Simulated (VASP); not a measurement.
## BN: relaxation of cell and atoms with LDA

Slab: BN, a slab with vacuum.

```
CELL_PARAMETERS angstrom
2.48884 0.00000 0.00000
-1.24442 2.15540 0.00000
0.00000 0.00000 18.00000
ATOMIC_POSITIONS crystal
B 0.66667 0.33333 0.50000
N 0.33333 0.66667 0.50000
```

```json
{"Program": "VASP 6.6.1", "Task": "relaxation of cell and atoms", "Functional": "LDA", "Potentials or basis": "VASP PAW LDA potentials, release 64 (B, N)", "Cutoff": "600 eV", "k mesh": "15 × 15 × 1", "Occupations": "gaussian, width 0.03 eV", "Spin": "no spin polarisation", "Further INCAR settings": "ALGO = Normal; EDIFF = 1e-07; IBRION = 2; EDIFFG = -0.005; NSW = 90; ISIF = 3"}
```

```
Band gap on the k mesh : 4.60 eV, direct
```

Final structure:
```
B N
1.0
     2.48884    0.00000    0.00000
    -1.24442    2.15540    0.00000
     0.00000    0.00000   18.00000
B N
1 1
Cartesian
  1.2444 0.7185 9.0000
  0.0000 1.4369 9.0000
```

Levels at points of the mesh, in eV from the valence-band top:
```csv
k point,band 2,band 3,band 4,band 5,band 6,band 7
"(0.00, 0.00, 0.00)",-5.41,-1.34,-1.34,4.79,5.89,6.29
```

Run time: 18 s on 1 thread of Intel(R) Xeon(R) Platinum 8559C (Emerald Rapids), with other jobs on the host, peak memory 0.19 GiB.

Caveat: the relaxation stopped at its first step, so nothing moved.
